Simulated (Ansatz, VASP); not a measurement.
**PbSe in VASP and in Ansatz**

```xyz
2
Lattice="0.0000 3.0875 3.0875 3.0875 0.0000 3.0875 3.0875 3.0875 0.0000" Properties=species:S:1:pos:R:3 pbc="T T T"
Pb    0.0000    0.0000    0.0000
Se    3.0875    3.0875    3.0875
```

Change from the starting cell: volume scaled by 1.025.

Alike in both runs: task single point; functional PBE; k mesh 7 × 7 × 7; occupations fermi-dirac, width 0.02 eV; no spin polarisation.

|  | VASP | Ansatz |
| --- | --- | --- |
| version | VASP 6.6.1 | Ansatz 0.2.0 |
| potentials or method | VASP PAW PBE potentials, release 64 (Pb_d, Se), cutoff 520 eV | all-electron LAPW, scalar-relativistic |

```csv
,VASP,Ansatz,Ansatz less VASP
gap on the k mesh at the Fermi level (eV),0.89,0.89,-0.002
pressure (GPa),1.0,1.0,+0.02
```

Ansatz ran all-electron here, so the differences hold the error of VASP's frozen core and of both bases.

Spin-orbit coupling is left out, which matters for the levels of Pb.
